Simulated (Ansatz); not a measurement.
We consider cubic perovskite LaAlO3 (cubic high-temperature phase), described by RPBE (Ansatz, a quantum-chemistry and plane-wave program, plane waves, PAW).

Settings: plane-wave cutoff 520 eV, 10×10×10 k mesh, Fermi–Dirac smearing 0.01 eV, scalar-relativistic PAW data made under PBE.

Cell (relaxed at this level):

```
CELL_PARAMETERS angstrom
      3.84265     0.00000     0.00000
      0.00000     3.84265     0.00000
      0.00000     0.00000     3.84265
ATOMIC_POSITIONS crystal
  La 0.00000 0.00000 0.00000
  Al 0.50000 0.50000 0.50000
  O  0.50000 0.00000 0.50000
  O  0.00000 0.50000 0.50000
  O  0.50000 0.50000 0.00000
```

Problem. Estimate the bulk modulus, band gap, smallest direct gap on the k points sampled and pressure derivative B′ of the bulk modulus that the calculation returns.

Solution. 
- bulk modulus = 179 GPa
- band gap = 3.52 eV
- smallest direct gap on the k points sampled = 3.67 eV
- pressure derivative B′ of the bulk modulus = 4.3

Measured, for comparison: bulk modulus 215 ± 4 GPa (room temperature, no zero-point or thermal correction, cubic phase above 14 GPa, extrapolated to zero pressure; as tabulated in Guennou et al. (2011), arXiv:1105.1276). Computed (rounded) less measured: bulk modulus -17 %.

Note: the relaxation could not lower the start's symmetry, so the cell can be a saddle point above a distorted one.

Spin–orbit coupling is not included.

The computed numbers hold no vibrational or temperature effects.

Cost on a shared machine: around 50 core-seconds (rough).
